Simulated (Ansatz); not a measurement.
## Magnetic states of nickel, hcp

Theory: DFT, RPBE, plane waves (420 eV) with PAW, scalar-relativistic in Ansatz. The PAW files were generated under PBE, with cores re-solved for the functional.

Each start was relaxed and then solved on a dense mesh, with Fermi-Dirac smearing of 0.05 eV (0.1 eV in a metal without spin) extrapolated to zero. Rows within 2 meV/atom of each other tie.

Q: Where does each start end, and how do the energies compare? Starts: antiferromagnetic (alternate layers); non-magnetic; ferromagnetic.

A: 
```csv
start,ends,ΔE (meV/atom),V (Å³/atom)
ferromagnetic,"ferromagnetic, net 0.67 μB per atom",0.0,11.26
antiferromagnetic (alternate layers),"ferromagnetic, net 0.67 μB per atom",0.0,11.26
non-magnetic,spin not included,54.5,11.21
```
